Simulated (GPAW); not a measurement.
# How the form of the self-energy moves the gap of LiF (Griceite)

How much does the gap of LiF (Griceite) depend on the approximation to the self-energy?

Main program and level: GPAW 26.7.0; PBE and many-body steps on it, plane waves.

## (1) Starting point

It takes space group Fm-3m (No. 225, cubic). Conventional cell: a = 4.028 Å, b = 4.028 Å, c = 4.028 Å, α = 90.00°, β = 90.00°, γ = 90.00°. Li has 6 F at 2.01 Å nearest. Nearest to F lie 6 Li at 2.01 Å. Farther neighbours and most contacts between anions are not listed.

Structure file:

```cif
data_structure
_symmetry_space_group_name_H-M 'Fm-3m'
_symmetry_Int_Tables_number 225
_cell_length_a 4.0280
_cell_length_b 4.0280
_cell_length_c 4.0280
_cell_angle_alpha 90.000
_cell_angle_beta 90.000
_cell_angle_gamma 90.000
_cell_volume 65.35
loop_
_atom_site_label
_atom_site_type_symbol
_atom_site_symmetry_multiplicity
_atom_site_Wyckoff_symbol
_atom_site_fract_x
_atom_site_fract_y
_atom_site_fract_z
_atom_site_occupancy
Li1 Li 4 a 0.00000 0.00000 0.00000 1
F1 F 4 b 0.50000 0.00000 0.00000 1
```

The cell and positions come from the Crystallography Open Database and are kept as given unless a step says otherwise.

## (2) Empty states on the mesh, 6×6×6 mesh, 156 bands

This step: GPAW 26.7.0; DFT, PBE, plane waves, PAW.

The sums over transitions need many empty states on a uniform mesh; this step solves for them.

run.py

```python
import json
import numpy as np
from gpaw.mpi import world
from gpaw import GPAW

calc = GPAW('gs.gpw').fixed_density(kpts={'size': (6, 6, 6), 'gamma': True},
    parallel={'domain': 1, 'band': 1},
    txt='nscf.txt')
calc.diagonalize_full_hamiltonian(nbands=156)
calc.write('full.gpw', mode='all')
res = {}
kpts = calc.get_ibz_k_points()
res['kpts'] = kpts
res['eigenvalues'] = [calc.get_eigenvalues(kpt=k) for k in range(len(kpts))]
res['n_electrons'] = calc.get_number_of_electrons()

if world.rank == 0:
    with open('result.json', 'w') as f:
        json.dump(res, f, default=lambda x: x.tolist())
```

The run is started by

```
> mpirun -n 4 gpaw python run.py
```

Numbers of over 12 decimals in the logs are rounded to 6 here.

The log of the run:

```text
Diagonalizing LCAO Hamiltonian
Converting LCAO to pw mode
convergence criteria:
- Maximum integral of absolute [eigenst]ate change: 4e-08 eV^2 / valence electron
maximum number of iterations: 100

SCF iterations
|iter     |     time |      energy | eigst |  dens |
|iter:   1|  |             | +2.03 |       |
|iter:   2|  |             | +0.43 |       |
|iter:   3|  |             | -2.05 |       |
|iter:   4|  |             | -4.47 |       |
|iter:   5|  |             | -6.36 |       |
|iter:   6|  |             | -7.91c|       |
SCF steps: 6
  __  _  _
 | _ |_)|_||  |
 |__||  | ||/\| - 26.7.0

Input parameters:
  mode=PW(ecut=600.0),
  convergence={'density': 1e-06, 'bands': -3},
  gpts=array([18, 18, 18]),
  kpts=MonkhorstPack(size=(6, 6, 6), gamma=True),
  maxiter=100,
  nbands=11,
  occupations=Occupations(name='fermi-dirac', width=0.001, fixmagmom=False),
  parallel={'domain': 1, 'band': 1},
  xc=XC(name='PBE')
Matrix size: 554x554
# Writing to full.gpw (mode='all')
  [... matrices ...]

timing:  # [seconds]
  Total: 1.349  # ━━━━━━━━━━━━━━━━━━━━━━━━━━━━━━━━━━━━━━━━━━━━━━━━━━━━━━━━━━━
```

The job ended after 5 s (4 MPI ranks of Arm Neoverse V1, shared host; peak memory 0.69 GiB).

Numbers from this step:

```yaml
gap: 9.070 eV
k_of_the_valence_top: 0, 0, 0
k_of_the_conduction_bottom: 0, 0, 0
least_direct_gap: 9.070 eV
k_points_computed: 16
lowest_point_of_the_top_converged_band_above_the_valence_top: 244.3024 eV
```

On this mesh the gap is 9.070 eV.

## (3) G0W0, Godby-Needs plasmon pole

Now the one-shot GW correction: screening in the RPA, then the self-energy of the levels asked for.

This step: G0W0 on PBE, plane waves, PAW.

run.py

```python
import json
import numpy as np
from gpaw.mpi import world
from gpaw.response.g0w0 import G0W0

gw = G0W0('full.gpw',
    filename='gw',
    kpts=[0],
    bands=(2, 6),
    ecut=150,
    nbands=68,
    integrate_gamma='WS',
    ppa=True)
gw.calculate()
res = {mode: {k: v for k, v in r.items() if k != 'sigma_eskwn'}
       for mode, r in gw.all_results.items()}

if world.rank == 0:
    with open('result.json', 'w') as f:
        json.dump(res, f, default=lambda x: x.tolist())
```

The run is started by

```
> mpirun -n 4 gpaw python run.py
```

The log of the run:

```text
Using integrator: PointIntegrator
FrequencyGridDescriptor(from 0.000+0.000j to 0.000+27.211j eV, 2 points)
Nonperiodic BCs:  [False False False]
Using integrator: PointIntegrator
FrequencyGridDescriptor(from 0.000+0.000j to 0.000+27.211j eV, 2 points)
Nonperiodic BCs:  [False False False]
  ___  _ _ _
 |   || | | |
 | | || | | |
 |__ ||_____|
 |___|

BZ k-points: Symmetries present (total): 48

  [... matrices ...]
216 k-points: 6 x 6 x 6 Monkhorst-Pack grid + [1/12,1/12,1/12]
16 k-points in the irreducible part of the Brillouin zone
       k-points in crystal coordinates                weights
   0:     0.00000000    0.00000000    0.00000000          1/216
   1:     0.16666667    0.16666667    0.00000000          6/216
   2:     0.16666667    0.16666667    0.16666667          8/216
   3:     0.33333333    0.16666667    0.16666667         12/216
   4:     0.33333333    0.33333333   -0.33333333         12/216
   5:     0.33333333    0.33333333    0.00000000          6/216
   6:     0.33333333    0.33333333    0.16666667         24/216
   7:     0.33333333    0.33333333    0.33333333          8/216
   8:     0.50000000    0.33333333   -0.33333333         24/216
   9:     0.50000000    0.33333333   -0.16666667         12/216
          ...
  15:     0.50000000    0.50000000    0.50000000          4/216

Distributing spins, k-points and bands (1 x 1 x 4) over 4 processes
Number of blocks: 1

Quasi particle states:
k-points (IBZ indices): [0]
Band range: (2, 6)
  [... matrices ...]
Computational parameters:
Plane wave cut-off: 150 eV
Number of bands: 68
Coulomb cutoff: None
Broadening: 0.1 eV

fxc modes: GW
Kernel: RPA
Using Godby-Needs plasmon-pole approximation:
  Fitting energy: i*E0, E0 = 1.000 Hartree
Summing all q:

Calculating screened Coulomb potential
No Coulomb truncation
FrequencyGridDescriptor(from 0.000+0.000j to 0.000+27.211j eV, 2 points)
Removing empty qpoint cache files...

Calculating chi0 body with:
    Ground state adapter containing:
    Number of spins: 1
    Number of kpoints: 216
    Number of irreducible kpoints: 16
    Number of completely occupied states: 4
    Number of partially occupied states: 4
    Occupied states memory: 0.35595703125 M / cpu

    Linear response parametrization:
    q_c: [1.3877787807814457e-17, 1.3877787807814457e-17, 1.3877787807814457e-17]
    Number of frequency points: 2
    Planewave cutoff: 150.0
    Number of bands: 68
    Number of planewaves: 65
    Broadening (eta): 1e-06
    comm.size: 4
    kncomm.size: 4
    blockcomm.size: 1

    Memory estimate of potentially large arrays:
        chi0_wGG: 0.128937 M / cpu
Integrating chi0 body.

Symmetries of q_c:
    Direct symmetries (Uq -> q): 48
    Indirect symmetries (TUq -> q): 0
In total 48 allowed symmetries.

  [... matrices ...]
16 groups of equivalent kpoints. 92.592593% reduction.

Integral kind: response function
Integrating chi0 head and wings.

Symmetries of q_c:
    Direct symmetries (Uq -> q): 48
    Indirect symmetries (TUq -> q): 0
In total 48 allowed symmetries.

  [... matrices ...]
16 groups of equivalent kpoints. 92.592593% reduction.

Integral kind: response function wings

Calculating chi0 body with:
    Ground state adapter containing:
    Number of spins: 1
    Number of kpoints: 216
    Number of irreducible kpoints: 16
    Number of completely occupied states: 4
    Number of partially occupied states: 4
[... the further q-points ...]

Results:
f:      Occupation numbers
eps:     KS-eigenvalues [eV]
vxc:     KS vxc [eV]
exx:     Exact exchange [eV]
sigma:   Self-energies [eV]
dsigma:  Self-energy derivatives
Z:       Renormalization factors
qp:      QP-energies [eV]

k-point 0 (0): (0.000, 0.000, 0.000)                GW
band       f     eps     vxc     exx   sigma  dsigma       Z      qp
                                                                   GW
   2   1.000  -0.676 -24.228 -31.854   4.576  -0.217   0.822  -3.182
   3   1.000  -0.676 -24.228 -31.854   4.576  -0.217   0.822  -3.182
   4   0.000   8.393 -12.400  -7.509  -3.001  -0.121   0.892  10.079
   5   0.000  23.528  -9.361  -2.968  -3.817  -0.155   0.866  25.759
```

The job ended after 27 s (4 MPI ranks; peak memory 0.91 GiB).

Numbers from this step:

* G0W0 gap on the points computed: 13.26 eV
* least direct G0W0 gap on the computed points: 13.26 eV
* Z at the valence top: 0.8215
* Z at the conduction bottom: 0.8917
* starting gap on the mesh: 9.070 eV
* k of the valence top: 0, 0, 0
* k of the conduction bottom: 0, 0, 0

The gap on the mesh goes from 9.07 eV to 13.26 eV, a correction of +4.19 eV.

## (4) One-shot HSE06

This step: one-shot HSE06 levels on PBE orbitals, plane waves, PAW.

run.py

```python
import json
import numpy as np
from gpaw.mpi import world
from gpaw.hybrids.eigenvalues import non_self_consistent_eigenvalues

dft, vxc, vxc_hyb = non_self_consistent_eigenvalues('full.gpw', 'HSE06', 2, 6, kpt_indices=[0])
res = {'dft': dft[0], 'hybrid': (dft - vxc + vxc_hyb)[0]}
if world.rank == 0:
    with open('hybrid.txt', 'w') as f:
        for k, e0, e1 in zip([0], res['dft'], res['hybrid']):
            print(k, ' '.join(f'{x:9.4f}' for x in e0), '|', ' '.join(f'{x:9.4f}' for x in e1), file=f)

if world.rank == 0:
    with open('result.json', 'w') as f:
        json.dump(res, f, default=lambda x: x.tolist())
```

The run is started by

```
> mpirun -n 4 gpaw python run.py
```

The log of the run:

```text
IBZ(<points: 16, symmetries: 48>)
Occupied bands: 4
Transforming wave functions from IBZ to BZ: 0.045 seconds
Distributing wave functions and iFFT-ing to real space: 0.268 seconds
Calculating eigenvalues:
  k-points: 1
  Bands: 2-5 (inclusive)
  Seconds: 0.263 (wave-function broadcasting: 0.003 seconds)
HSE06-eigenvalue shifts:
  min: -1.840 eV
  ave: -0.612 eV
  max: 0.832 eV
```

The job ended after 3.2 s (4 MPI ranks; peak memory 0.5 GiB; 13 s of CPU time).

Numbers from this step:

| Property | Result |
| --- | --- |
| starting gap on the mesh | 9.070 eV |
| hybrid gap on the mesh | 11.31 eV |
| least direct hybrid gap on the computed points | 11.31 eV |

## (5) G0W0, extrapolated in the cutoff

This step: G0W0 on PBE, plane waves, PAW.

run.py

```python
import json
import numpy as np
from gpaw.mpi import world
from gpaw.response.g0w0 import G0W0

gw = G0W0('full.gpw',
    filename='gw',
    kpts=[0],
    bands=(2, 6),
    ecut=250.0,
    integrate_gamma='WS',
    ppa=True,
    ecut_extrapolation=True)
gw.calculate()
res = {mode: {k: v for k, v in r.items() if k != 'sigma_eskwn'}
       for mode, r in gw.all_results.items()}

if world.rank == 0:
    with open('result.json', 'w') as f:
        json.dump(res, f, default=lambda x: x.tolist())
```

The run is started by

```
> mpirun -n 4 gpaw python run.py
```

The log of the run:

```text
Using integrator: PointIntegrator
FrequencyGridDescriptor(from 0.000+0.000j to 0.000+27.211j eV, 2 points)
Nonperiodic BCs:  [False False False]
Using integrator: PointIntegrator
FrequencyGridDescriptor(from 0.000+0.000j to 0.000+27.211j eV, 2 points)
Nonperiodic BCs:  [False False False]
  ___  _ _ _
 |   || | | |
 | | || | | |
 |__ ||_____|
 |___|

BZ k-points: Symmetries present (total): 48

  [... matrices ...]
216 k-points: 6 x 6 x 6 Monkhorst-Pack grid + [1/12,1/12,1/12]
16 k-points in the irreducible part of the Brillouin zone
       k-points in crystal coordinates                weights
   0:     0.00000000    0.00000000    0.00000000          1/216
   1:     0.16666667    0.16666667    0.00000000          6/216
   2:     0.16666667    0.16666667    0.16666667          8/216
[...]
9:     0.50000000    0.33333333   -0.16666667         12/216
          ...
  15:     0.50000000    0.50000000    0.50000000          4/216

Distributing spins, k-points and bands (1 x 1 x 4) over 4 processes
Number of blocks: 1

Quasi particle states:
k-points (IBZ indices): [0]
Band range: (2, 6)
  [... matrices ...]
Computational parameters:
Extrapolating to infinite plane wave cut-off using points at:
  215.443 eV
  231.120 eV
  250.000 eV
Number of bands: 146
Coulomb cutoff: None
Broadening: 0.1 eV

fxc modes: GW
Kernel: RPA
Using Godby-Needs plasmon-pole approximation:
  Fitting energy: i*E0, E0 = 1.000 Hartree
Summing all q:

Calculating screened Coulomb potential
No Coulomb truncation
FrequencyGridDescriptor(from 0.000+0.000j to 0.000+27.211j eV, 2 points)
Removing empty qpoint cache files...

Calculating chi0 body with:
    Ground state adapter containing:
    Number of spins: 1
    Number of kpoints: 216
    Number of irreducible kpoints: 16
[...]
Linear response parametrization:
    q_c: [1.3877787807814457e-17, 1.3877787807814457e-17, 1.3877787807814457e-17]
    Number of frequency points: 2
    Planewave cutoff: 250.0
    Number of bands: 146
    Number of planewaves: 137
    Broadening (eta): 1e-06
    comm.size: 4
    kncomm.size: 4
    blockcomm.size: 1

    Memory estimate of potentially large arrays:
        chi0_wGG: 0.572784 M / cpu
Integrating chi0 body.

Symmetries of q_c:
    Direct symmetries (Uq -> q): 48
    Indirect symmetries (TUq -> q): 0
In total 48 allowed symmetries.

  [... matrices ...]
16 groups of equivalent kpoints. 92.592593% reduction.

Integral kind: response function
Integrating chi0 head and wings.

Symmetries of q_c:
    Direct symmetries (Uq -> q): 48
    Indirect symmetries (TUq -> q): 0
In total 48 allowed symmetries.

  [... matrices ...]
16 groups of equivalent kpoints. 92.592593% reduction.

Integral kind: response function wings

Calculating chi0 body with:
    Ground state adapter containing:
    Number of spins: 1
    Number of kpoints: 216
    Number of irreducible kpoints: 16
    Number of completely occupied states: 4
    Number of partially occupied states: 4
[... the further q-points ...]
Extrapolating selfenergy to infinite energy cutoff:
  Performing linear fit to 3 points
  Warning: Bad quality of linear fit for some (n,k).
           Higher cutoff might be necessary.
  Minimum R^2 = 0.0869. (R^2 Should be close to 1)
  [... matrices ...]
Results:
f:      Occupation numbers
eps:     KS-eigenvalues [eV]
vxc:     KS vxc [eV]
exx:     Exact exchange [eV]
sigma:   Self-energies [eV]
dsigma:  Self-energy derivatives
Z:       Renormalization factors
qp:      QP-energies [eV]

k-point 0 (0): (0.000, 0.000, 0.000)                GW
band       f     eps     vxc     exx   sigma  dsigma       Z      qp
                                                                   GW
   2   1.000  -0.676 -24.228 -31.854   4.158  -0.224   0.817  -3.510
   3   1.000  -0.676 -24.228 -31.854   4.158  -0.224   0.817  -3.510
   4   0.000   8.393 -12.400  -7.509  -3.030  -0.124   0.889  10.049
   5   0.000  23.528  -9.361  -2.968  -3.923  -0.190   0.840  25.603
```

The job ended after 1.8 min (4 MPI ranks; peak memory 0.89 GiB; 7.2 min of CPU time).

This step gave:

- quasiparticle gap on the points computed: 13.56 eV
- least direct quasiparticle gap on the computed points: 13.56 eV
- Z at the valence top: 0.8170
- Z at the conduction bottom: 0.8894
- starting gap on the mesh: 9.070 eV
- k of the valence top: 0, 0, 0
- k of the conduction bottom: 0, 0, 0
- gaps at the cutoffs of the extrapolation: 13.37, 13.39, 13.41 eV

Against G0W0 in GPAW (6×6×6 mesh, 68 bands, screening to 150 eV, Godby-Needs plasmon pole), the gap moves by +0.298 eV.

## (6) One-shot PBE0

This step: one-shot PBE0 levels on PBE orbitals, plane waves, PAW.

run.py

```python
import json
import numpy as np
from gpaw.mpi import world
from gpaw.hybrids.eigenvalues import non_self_consistent_eigenvalues

dft, vxc, vxc_hyb = non_self_consistent_eigenvalues('full.gpw', 'PBE0', 2, 6, kpt_indices=[0])
res = {'dft': dft[0], 'hybrid': (dft - vxc + vxc_hyb)[0]}
if world.rank == 0:
    with open('hybrid.txt', 'w') as f:
        for k, e0, e1 in zip([0], res['dft'], res['hybrid']):
            print(k, ' '.join(f'{x:9.4f}' for x in e0), '|', ' '.join(f'{x:9.4f}' for x in e1), file=f)

if world.rank == 0:
    with open('result.json', 'w') as f:
        json.dump(res, f, default=lambda x: x.tolist())
```

The run is started by

```
> mpirun -n 4 gpaw python run.py
```

The log of the run:

```text
IBZ(<points: 16, symmetries: 48>)
Occupied bands: 4
Transforming wave functions from IBZ to BZ: 0.046 seconds
Distributing wave functions and iFFT-ing to real space: 0.279 seconds
Calculating eigenvalues:
  k-points: 1
  Bands: 2-5 (inclusive)
  Seconds: 0.421 (wave-function broadcasting: 0.003 seconds)
HSE06-eigenvalue shifts:
  min: -2.244 eV
  ave: -0.588 eV
  max: 1.293 eV
```

It took 3.5 s on 4 MPI ranks; peak memory 0.48 GiB.

This step gave:

```yaml
starting_gap_on_the_mesh: 9.070 eV
hybrid_gap_on_the_mesh: 12.16 eV
least_direct_hybrid_gap_on_the_computed_points: 12.16 eV
```

## (7) G0W0, full frequency, Hilbert transform

This step: G0W0 on PBE, plane waves, PAW.

run.py

```python
import json
import numpy as np
from gpaw.mpi import world
from gpaw.response.g0w0 import G0W0

gw = G0W0('full.gpw',
    filename='gw',
    kpts=[0],
    bands=(2, 6),
    ecut=150,
    nbands=68,
    integrate_gamma='WS',
    frequencies={'type': 'nonlinear', 'domega0': 0.1, 'omega2': 15.0},
    eta=0.1,
    nblocksmax=True)
gw.calculate()
res = {mode: {k: v for k, v in r.items() if k != 'sigma_eskwn'}
       for mode, r in gw.all_results.items()}

if world.rank == 0:
    with open('result.json', 'w') as f:
        json.dump(res, f, default=lambda x: x.tolist())
```

The run is started by

```
> mpirun -n 4 gpaw python run.py
```

The log of the run:

```text
Using integrator: PointIntegrator
NonLinearFrequencyDescriptor(from 0.000 to 171.510 eV, 300 points)
Nonperiodic BCs:  [False False False]
Using integrator: PointIntegrator
NonLinearFrequencyDescriptor(from 0.000 to 171.510 eV, 300 points)
Nonperiodic BCs:  [False False False]
  ___  _ _ _
 |   || | | |
 | | || | | |
 |__ ||_____|
 |___|

BZ k-points: Symmetries present (total): 48

  [... matrices ...]
216 k-points: 6 x 6 x 6 Monkhorst-Pack grid + [1/12,1/12,1/12]
16 k-points in the irreducible part of the Brillouin zone
[...]
Results:
f:      Occupation numbers
eps:     KS-eigenvalues [eV]
vxc:     KS vxc [eV]
exx:     Exact exchange [eV]
sigma:   Self-energies [eV]
dsigma:  Self-energy derivatives
Z:       Renormalization factors
qp:      QP-energies [eV]

k-point 0 (0): (0.000, 0.000, 0.000)                GW
band       f     eps     vxc     exx   sigma  dsigma       Z      qp
                                                                   GW
   2   1.000  -0.676 -24.228 -31.854   4.485  -0.214   0.823  -3.262
   3   1.000  -0.676 -24.228 -31.854   4.485  -0.214   0.823  -3.262
   4   0.000   8.393 -12.400  -7.509  -3.011  -0.118   0.895  10.076
   5   0.000  23.528  -9.361  -2.968  -3.907  -0.161   0.861  25.668
```

The job ended after 45 s (4 MPI ranks; peak memory 0.9 GiB; 3 min of CPU time).

Numbers from this step:

| Item | Value |
| --- | --- |
| G0W0 gap on the points computed | 13.34 eV |
| least direct G0W0 gap on the computed points | 13.34 eV |
| starting gap on the mesh | 9.070 eV |
| k of the valence top | 0, 0, 0 |
| k of the conduction bottom | 0, 0, 0 |

Against G0W0 in GPAW (6×6×6 mesh, 68 bands, screening to 150 eV, Godby-Needs plasmon pole), the gap moves by +0.077 eV.

## (8) Side by side

Times are wall times on 4 MPI ranks of Arm Neoverse V1, shared host, good to a factor of about two.

```csv
run,mesh,bands,screening cutoff (eV),DFT gap (eV),gap on the mesh (eV),direct (eV),time
"G0W0, Godby-Needs plasmon pole",6×6×6,68,150,9.070,13.261,13.261,27 s
one-shot HSE06,6×6×6,-,-,9.070,11.309,11.309,3.2 s
"G0W0, extrapolated in the cutoff",6×6×6,-,250,9.070,13.559,13.559,1.8 min
one-shot PBE0,6×6×6,-,-,9.070,12.155,12.155,3.5 s
"G0W0, full frequency, Hilbert transform",6×6×6,68,150,9.070,13.338,13.338,45 s
```

## (9) Outcome

```yaml
g0w0_godby_needs_plasmon_pole: 13.261 eV
one_shot_hse06: 11.309 eV
g0w0_extrapolated_in_the_cutoff: 13.559 eV
one_shot_pbe0: 12.155 eV
g0w0_full_frequency_hilbert_transform: 13.338 eV
known_limits: not at the basis limit
```

One-shot HSE06: −1.952 eV against G0W0, Godby-Needs plasmon pole. G0W0, extrapolated in the cutoff: +0.298 eV against G0W0, Godby-Needs plasmon pole, at other bands or cutoff, so not like for like. One-shot PBE0: −1.106 eV against G0W0, Godby-Needs plasmon pole. G0W0, full frequency, Hilbert transform: +0.077 eV against G0W0, Godby-Needs plasmon pole. One-shot hybrid levels are evaluated on the PBE orbitals. Bands and cutoff are finite, so the gap is not at the basis limit. The miss can reach some tenths of an eV and take either sign; the mesh is an error of its own. These stock PAW sets were not made for GW. In the G0W0 runs levels were corrected at 1 k point alone, so a gap called «on the mesh» is the least over those, and an edge elsewhere would be missed. The program warns of a poor linear fit in the extrapolation of some level, so the extrapolated values are rough.

[Paths, hosts, dates, memory and timing lines, banners, echoed tables and standing remarks are left out of the program output.]

[Logs are printed without paths, hosts, clocks, repeated set-up lines and the standing remarks that a program may print on its own settings, such as how far it seeks lower states.]

[Runs of the session that timed out or met a known fault of the program may be left out.]

[Hosts, paths, dates, database ids (printed as entryN), source tags and the programs' standing remarks are cut or masked in the printed files.]
